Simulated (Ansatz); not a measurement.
In2O3 in the corundum structure at its r2SCAN geometry, run in Ansatz at 2 levels of theory. Calculated for a static, non-magnetic cell.

The PBE+SOC input:
```yaml
crystal:
  lattice:
    - [2.753820859, 1.5899192142, 4.8543403845]
    - [-2.753820859, 1.5899192142, 4.8543403845]
    - [0.0, -3.1798384285, 4.8543403845]
  atoms:
    - { symbol: In, position: [0.8570396382, 0.8570396382, 0.8570396382] }
    - { symbol: In, position: [0.3570396382, 0.3570396382, 0.3570396382] }
    - { symbol: In, position: [0.1429603618, 0.1429603618, 0.1429603618] }
    - { symbol: In, position: [0.6429603618, 0.6429603618, 0.6429603618] }
    - { symbol: O, position: [0.4533861849, 0.0466138151, 0.75] }
    - { symbol: O, position: [0.0466138151, 0.75, 0.4533861849] }
    - { symbol: O, position: [0.5466138151, 0.9533861849, 0.25] }
    - { symbol: O, position: [0.25, 0.5466138151, 0.9533861849] }
    - { symbol: O, position: [0.9533861849, 0.25, 0.5466138151] }
    - { symbol: O, position: [0.75, 0.4533861849, 0.0466138151] }
kpoints:
  mp_grid: { grid: [6, 6, 6] }
  band_path:
    path:
      - [0.0, 0.0, 0.0]
      - [0.5, 0.5, 0.5]
      - [0.7618181255, 0.2381818745, 0.5]
      - [0.5, -0.2381818745, 0.2381818745]
      - [0.5, 0.0, 0.0]
      - [0.3690909373, -0.3690909373, 0.0]
      - [0.6309090627, 0.0, 0.3690909373]
      - [0.5, 0.0, 0.5]
      - [0.0, 0.192708, -0.197917]
    npoints: 1
hamiltonian:
  xc: pbe
scf:
  occupations: { method: fermi_dirac, width: 0.02 }
  n_extra_bands: 12
magnetization:
  noncollinear: true
  spin_orbit: true
output:
  forces: true
  stress: true
  eigenvalues: true
  write_density: true
  write_potential: true
  elf: true
  volumetric_format: npy
```

Main results, then, where recorded, the levels near the gap in eV from the Fermi energy (columns number the bands from 0), one row a point of the path (Γ, T, H₂, H₀, L, S₀, S₂, F, (0, 0.193, -0.198)):
```
Crystal: 10 atoms, lattice volume = 127.524 Å³
Symmetry: 12 space group operations + 12 with time reversal
Magnetic group: BNS 167.104 (UNI 1334)
```
```
Basis set: ecut = 420 eV, 2489 PW (Γ)
k-points: 32 of 216
SCF converged after 8 iterations
Free energy (F): -25804.022542 eV
Fermi energy:    9.469723 eV
--- Forces (eV/Å), atoms counted from 1 ---
  atom   1  In      0.00000      0.00000      0.10936
  atom   2  In      0.00000      0.00000      0.10936
  atom   3  In      0.00000      0.00000    -0.10936
  atom   4  In      0.00000      0.00000    -0.10936
  atom   5  O     -0.00459      0.00000      0.00000
  atom   6  O       0.00230      0.00398      0.00000
  atom   7  O       0.00459      0.00000      0.00000
  atom   8  O     -0.00230      0.00398      0.00000
  atom   9  O     -0.00230    -0.00398      0.00000
  atom  10  O       0.00230    -0.00398      0.00000
--- Stress (GPa, compression-positive) ---
        6.513078       0.000000       0.000000
        0.000000       6.513078       0.000000
        0.000000       0.000000       5.913928
  P = ⅓ Tr σ = 6.3134 GPa (63.134 kbar)
```

PBE+SOC gives an indirect gap of 1.22 eV, from k = (0, 0.193, -0.198) to Γ; the least direct gap is 1.26 eV at Γ.

Question: Another run on the same cell gave
```
Basis set: ecut = 420 eV, 2489 PW (Γ)
k-points: 13 of 64
hybrid outer 1: dexx = +5.040e-2 eV, tail = 9.71e-5 eV
hybrid outer 2: dexx = +1.453e-6 eV, tail = 2.68e-8 eV, Δε = 2.72e-3 eV, ΔF = 1.14e-3 eV/Å
hybrid SCF converged: 2 outer / 11 inner (+2 warm-up)
Free energy (F): -25811.002653 eV
Fermi energy:    7.678888 eV
--- Forces (eV/Å), atoms counted from 1 ---
  atom   1  In      0.00000      0.00000    -0.01170
  atom   2  In      0.00000      0.00000    -0.01170
  atom   3  In      0.00000      0.00000      0.01170
  atom   4  In      0.00000      0.00000      0.01170
  atom   5  O     -0.03514      0.00000      0.00000
  atom   6  O       0.01757      0.03043      0.00000
  atom   7  O       0.03514      0.00000      0.00000
  atom   8  O     -0.01757      0.03043      0.00000
  atom   9  O     -0.01757    -0.03043      0.00000
  atom  10  O       0.01757    -0.03043      0.00000
--- Stress (GPa, compression-positive) ---
       -1.277076       0.000000       0.000000
        0.000000      -1.277076       0.000000
        0.000000       0.000000      -0.704752
  P = ⅓ Tr σ = -1.0863 GPa (-10.863 kbar)
```
```tsv
band_41	band_42	band_43	band_44	band_45	band_46
-0.252	0.000	0.000	2.740	7.226	8.088
-0.177	-0.177	-0.177	5.979	5.979	9.112
-0.353	-0.143	-0.143	7.305	7.305	7.646
-0.353	-0.143	-0.143	7.305	7.305	7.646
-0.710	-0.067	-0.067	6.601	6.601	7.643
-0.249	-0.182	-0.057	6.986	7.233	7.456
-0.249	-0.182	-0.057	6.986	7.233	7.456
-0.295	-0.052	-0.033	6.867	7.222	8.320
-0.148	-0.114	0.010	4.951	7.525	7.911
```
Which level of theory and mesh gave it?

Answer: It is HSE06, judged by the exchange loop and the size of the gap (a near hybrid could fit too), on 4×4×4; the blocks that differ from the first input, but for the band path:
```yaml
kpoints:
  mp_grid: { grid: [4, 4, 4] }
hamiltonian:
  xc: hse06
scf:
  occupations: { method: fixed }
  n_extra_bands: 6
```
(magnetization left out)
The HSE06 gap is indirect, 2.73 eV (k = (0, 0.193, -0.198) to Γ), below the direct gap of 2.74 eV at Γ. Least and direct gap differ so little that the kind isn't settled. With the atoms held, the mean pressure is -1.1 GPa (compression positive). The stress of a hybrid is loosely converged here.

Small level splittings and stresses of the hybrids carry the error of their coarser meshes.

Totals of different functionals, or with and without spin-orbit coupling, can't be compared.

Only the levels marked +SOC include spin-orbit coupling.

The meshes of the hybrids are coarse, so their gaps aren't converged to the digits shown.
